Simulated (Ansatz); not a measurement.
Hf:

```
Hf
1.0
     4.96233    0.00000    0.00000
    -2.48116    4.29750    0.00000
     0.00000    0.00000    3.08623
Hf
3
Direct
  0.00000 0.00000 0.00000
  0.33333 0.66667 0.50000
  0.66667 0.33333 0.50000
```

This isn't the form of Hf at room conditions, which is hcp.

Base run:

```yaml
Program: Ansatz 0.2.0
Functional: PBEsol
Potentials_or_basis: all-electron LAPW, non-relativistic
Cutoff: 242 eV
Density_cutoff: 969 eV
Basis_error_allowed: 0.002 eV/atom
k_mesh: 6 × 6 × 9
Occupations: fermi-dirac, width 0.05 eV
Spin: no spin polarisation
```

Its results: pressure 2.0 GPa.

Task: The run is repeated on the same cell with these changes: potentials or basis from all-electron LAPW, non-relativistic to all-electron LAPW, inner shells corrected to Dirac's equation. What comes out?

Result: Pressure -2.6 GPa.

Caveats: relativity is left out, which matters for the heavier elements (some runs).

Not every run made on this cell is shown here.
